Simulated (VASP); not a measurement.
Set up this calculation in VASP 6.6.1, as the native input.

```
Task                   : single point
Functional             : PBE
Potentials or basis    : VASP PAW PBE potentials, release 64 (W_sv)
Cutoff                 : 520 eV
k mesh                 : 20 × 20 × 20
Occupations            : gaussian, width 0.15 eV
Spin                   : no spin polarisation
Dipole correction      : no
Further INCAR settings : ALGO = Fast; EDIFF = 1e-06; NBANDS = 13
```

The structure of W lies in POSCAR:

```
W
1.0
    0.0000000000      2.0300000000      1.9691000000
    2.0300000000      0.0000000000      1.9691000000
    2.0300000000      2.0300000000      0.0000000000
W
1
Direct
    0.0000000000      0.0000000000      0.0000000000
```

This isn't the form of W at room conditions, which is bcc.

The cell isn't the ideal one: strain +0.000 along x and y, -0.030 along z, atoms carried along.

These files were run (other wordings do the same):

INCAR

```
SYSTEM = W
PREC = Accurate ; ENCUT = 520
EDIFF = 1E-6 ; ISMEAR = 0
SIGMA = 0.15 ; LREAL = .False.
LASPH = .True. ; NELM = 100
ALGO = Fast ; ISIF = 2
LWAVE = .False. ; LCHARG = .False.
GGA = PE ; NBANDS = 13
```

KPOINTS

```
regular mesh
0
Gamma
  20 20 20
  0 0 0
```

Potentials or basis: VASP PAW PBE potentials, release 64 (W_sv).

Command:

```bash
$ cat potpaw_PBE.64/W_sv/POTCAR > POTCAR
$ mpirun -np 1 vasp_std > vasp.out
```

Results of the run:

* Pressure: 4.4 GPa
* Band gap on the k mesh: none (metal or under the smearing width)

Run time: 58 s on 1 thread of Intel(R) Xeon(R) Platinum 8488C (Sapphire Rapids) (shared host), peak memory 0.24 GiB.
